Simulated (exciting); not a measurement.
Here is an exciting (release sodium) calculation.

input.xml

```xml
<input>
  <title>YN</title>
  <structure speciespath="./" tshift="false" cartesian="true">
    <crystal scale="1.88972612463">
      <basevect>0.000000000000 2.626794495800 2.626794495800</basevect>
      <basevect>2.626794495800 0.000000000000 2.626794495800</basevect>
      <basevect>2.626794495800 2.626794495800 0.000000000000</basevect>
    </crystal>
    <species speciesfile="Y.xml" rmt="2.3">
      <atom coord="0.000000000000 0.000000000000 0.000000000000"/>
    </species>
    <species speciesfile="N.xml" rmt="1.45">
      <atom coord="4.963922182736 4.963922182736 4.963922182736"/>
    </species>
  </structure>
  <groundstate do="fromscratch" ngridk="8 8 8" rgkmax="7" gmaxvr="14" lmaxapw="10" lmaxmat="10" lmaxvr="8" xctype="LDA_PW" stype="Fermi Dirac" swidth="0.00099958" nempty="24" ValenceRelativity="iora*" epsengy="1e-06" epspot="1e-06" maxscl="80" outputlevel="normal">
    <spin spinorb="true"/>
  </groundstate>
  <properties>
    <bandstructure>
      <plot1d>
        <path steps="120">
          <point coord="0 0 0" label="G"/>
          <point coord="0.5 0 0.5" label="X"/>
          <point coord="0.5 0.25 0.75" label="W"/>
          <point coord="0.375 0.375 0.75" label="K"/>
          <point coord="0 0 0" label="G"/>
          <point coord="0.5 0.5 0.5" label="L"/>
          <point coord="0.625 0.25 0.625" label="U"/>
          <point coord="0.5 0.25 0.75" label="W"/>
          <point coord="0.5 0.5 0.5" label="L"/>
          <point coord="0.375 0.375 0.75" label="K" breakafter="true"/>
          <point coord="0.625 0.25 0.625" label="U"/>
          <point coord="0.5 0 0.5" label="X"/>
        </path>
      </plot1d>
    </bandstructure>
    <dos nwdos="300" winddos="-0.6 0.5" inttype="tetra" ngrdos="100" nsmdos="1" lmirep="true"/>
  </properties>
</input>
```

Potentials or basis: all-electron LAPW+lo, shipped species files, valence relativity iora*.

Command:

```sh
$ OMP_NUM_THREADS=1 exciting_smp
```

(1) Estimate the band gap on the k mesh.

(2) What does it give for the band gap along the path?

## Answers

(1) 0.37 eV, indirect (least direct gap 0.84 eV).

(2) 0.37 eV, indirect (least direct gap 0.84 eV).

Caveat: total energies with spin-orbit coupling aren't reliable in this program, so none is listed and the log's shouldn't be used.
